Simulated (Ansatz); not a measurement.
A run of Ansatz 0.2.0 is set up as follows.

File input.yaml:

```yaml
crystal:
  lattice:
    - [3.55801933, 0.0, 0.0]
    - [0.0, 3.55801933, 0.0]
    - [0.0, 0.0, 5.17186121]
  atoms:
    - { symbol: Hf, position: [0.0, 0.0, 0.0] }
    - { symbol: Hf, position: [0.5, 0.5, 0.5] }
    - { symbol: O, position: [0.0, 0.5, 0.19720788] }
    - { symbol: O, position: [0.5, 0.0, 0.30279212] }
    - { symbol: O, position: [0.5, 0.0, 0.80279212] }
    - { symbol: O, position: [0.0, 0.5, 0.69720788] }
hamiltonian:
  xc: pbe
  pseudopotentials: { kind: paw }
  hubbard: { sites: [{ species: Hf, l: d, u_eff: 5.0 }] }
kpoints:
  mp_grid: { grid: [8, 8, 5] }
scf:
  occupations: { method: fermi_dirac, width: 0.05 }
output:
  forces: true
  stress: true
  eigenvalues: true
relax:
  f_tol: 0.01
  max_steps: 40
  cell: { stress_tol: 0.05 }
```

Potentials or basis: Ansatz PAW.

Launch:

```sh
$ ansatz run input.yaml --threads 2 --pin off --max-ram 5632MiB --backend cpu --events-out ev --progress --plain --runs-dir out
```

Question: Estimate the relaxed volume.

Answer: 11.58 Å³/atom.

Question: Predict the space group after relaxing (to 0.05 Å).

Answer: P4_2/nmc (No. 137).

Step by step:
```tsv
step	energy change (eV)	largest force (eV/Å)	volume (Å³)
1	0.0000	0.4959	65.47
2	-0.2057	0.0855	70.77
3	-0.2200	0.1041	69.95
4	-0.2315	0.0347	69.49
5	-0.2336	0.0021	69.29
6	-0.2336	0.0000	69.29
7	-0.2597	0.0029	69.29
8	-0.2591	0.0001	69.51
9	-0.2601	0.0000	69.51
```

Caveat: odd divisions of the mesh miss points on the zone boundary, where band edges often lie, so the gap on the mesh can be too wide; the plane-wave basis is chosen anew once the cell has moved, so the energies of steps on either side of that aren't comparable; the pressure holds a Pulay correction of +0.8 GPa for the finite cutoff; spin-orbit coupling is left out, which moves the levels of the heavy elements.
